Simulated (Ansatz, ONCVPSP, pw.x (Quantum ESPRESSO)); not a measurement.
## From atom to crystal: ONCV potential for W

W (Z = 74), optimised norm-conserving Vanderbilt (ONCV), made with ONCVPSP 4.0.1.1 (patched build) (PBE, scalar-relativistic). Core [Kr] 4d10 4f14, reference 5s2 5p6 5d4 6s2. Waves: 5s+6s: rc 1.95 bohr, ncon 4, nbas 8, qcut 5.3 1/bohr, 3 projectors, debl 3 Ha; 5p: rc 1.55 bohr, ncon 4, nbas 7, qcut 7.7 1/bohr, 1 projector; 5d: rc 2.15 bohr, ncon 3, nbas 8, qcut 8.5 1/bohr, 2 projectors, debl 2.5 Ha. Local part: polynomial inside 1.35 bohr (lpopt 5, dvloc0 1 Ha). Core correction: Teter function fitted to the true core (icmod 2), fcfact 0.55.

Crystal test: fcc W in pw.x 7.5, no spin, 14³ k-points, Fermi–Dirac smearing 0.01 Ry, cutoffs 65/260 Ry. The reference is all-electron LAPW (Ansatz 0.2.0) with the same functional, mesh and smearing; V0 and B0 come from Birch–Murnaghan fits to the pressures at five volumes. Errors are pseudo minus all-electron; Δ is the rms difference of the E(V) curves that follow from these fits, minima aligned, over ±6 % about the mean V0. Mesh and smearing are coarse, so the numbers serve the comparison and aren't converged zero-temperature values; the lattice is a test structure that the element need not adopt.

```
V (Å³/atom)  P all-electron (GPa)  P pseudo (GPa)
     15.654                 15.90           11.53
     16.066                  7.42            3.36
     16.478                 -0.06           -3.83
     16.890                 -6.66          -10.17
     17.302                -12.47          -15.74
```

All-electron: a0 = 4.039 Å (V0 = 16.47 Å³/atom), B0 = 280.9 GPa.

Pseudopotential: mean pressure error (GPa): -3.80; a0 (Å): 4.021; a0 error (%): -0.45; B0 error (%): +1.5; Δ (meV/atom): 13.8.

**Question.** At the middle volume, how do free energy and pressure move when the wave cutoff is lowered (ecutrho kept at four times it)?

**Answer.**

```
cutoff (Ry)  shift of F (meV/atom)  shift of P (GPa)
         29                +1953.0            -28.71
         39                 +614.7            -23.86
         52                  +39.2             -3.77
```

The run at the middle volume (104 k-points, 7 iterations) took about 31 s on one core of a shared host (Neoverse-N1, 64 threads, 124 GiB, load 55).
